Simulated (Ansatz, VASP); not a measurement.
## Two plane-wave programs on SiC

```
CELL_PARAMETERS angstrom
-0.01024 2.16691 2.18658
2.16691 -0.01024 2.18658
2.15667 2.15667 0.00000
ATOMIC_POSITIONS crystal
Si 0.99952 0.99952 0.00048
C 0.25048 0.25048 0.24952
```

Change from the starting cell: strained cell.

Alike in both runs: functional PBEsol; k mesh 10 × 10 × 10; occupations gaussian, width 0.02 eV; no spin polarisation.

Ansatz relaxed the structure, and its values are those at the end. VASP's run is a single point on that final structure, the one shown.

```csv
,VASP,Ansatz
version,VASP 6.6.1,Ansatz 0.2.0
potentials or method,"VASP PAW PBE potentials, release 64 (Si, C)","scalar-relativistic, plane waves, PAW"
plane-wave cutoff (eV),520,420
valence electrons in the cell,8,8
```

VASP gave:

- gap on the k mesh at the Fermi level (eV): 1.13
- least direct gap on the mesh (eV): 4.35
- pressure (GPa): 1.9

Problem. Estimate Ansatz's values.

Solution. gap on the k mesh at the Fermi level (eV): 1.14; least direct gap on the mesh (eV): 4.37; pressure (GPa): 1.6.

With one functional, cell and mesh, what is left measures potentials, basis and numerics. Ansatz warned: «pseudo_functional_mismatch».

Caveats: the PAW data sets were made with another functional, which shifts forces and pressure a little (VASP). A k mesh can miss the band edges.
